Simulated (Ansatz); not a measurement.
The system is NaCl.

```
CELL_PARAMETERS angstrom
0.00000 2.79406 2.79406
2.79406 0.00000 2.79406
2.79406 2.79406 0.00000
ATOMIC_POSITIONS crystal
Cl 0.50000 0.50000 0.50000
Na 0.00000 0.00000 0.00000
```

The cell is a database's computed one.

| Property | Result |
| --- | --- |
| Program | Ansatz 0.2.0 |
| Task | relaxation of cell and atoms |
| Functional | B3LYP |
| Potentials or basis | Ansatz PAW |
| Cutoff | 420 eV (not typed: the program's choice for these potentials) |
| k mesh | 4 × 4 × 4 |
| Occupations | fermi-dirac, width 0.05 eV |
| Spin | no spin polarisation |

At the start: volume 21.81 Å³/atom.

Problem. Where does the relaxation end?

Solution. It ends after 4 steps and the volume is 23.09 Å³/atom (+5.8 %); space group Fm-3m (No. 225, to 0.05 Å).

Step by step:
```
step  energy change (eV)  largest force (eV/Å)  volume (Å³)
   1              0.0000                0.0000        43.63
   2             -0.0113                0.0000        45.40
   3             -0.0125                0.0000        46.17
   4             -0.0125                0.0000        46.17
```

Final structure:
```
Cl Na
1.0
     0.00000    2.84744    2.84744
     2.84744    0.00000    2.84744
     2.84744    2.84744    0.00000
Cl Na
1 1
Direct
  0.50000 0.50000 0.50000
  0.00000 0.00000 0.00000
```

Caveat: the k mesh is coarse (spacing up to 0.49 Å⁻¹), so the values aren't converged, least of all with exact exchange; the plane-wave basis is chosen anew once the cell has moved, so the energies of steps on either side of that aren't comparable; the PAW data sets come from PBE, with cores solved anew for the run's functional, which leaves a small shift of forces and pressure.
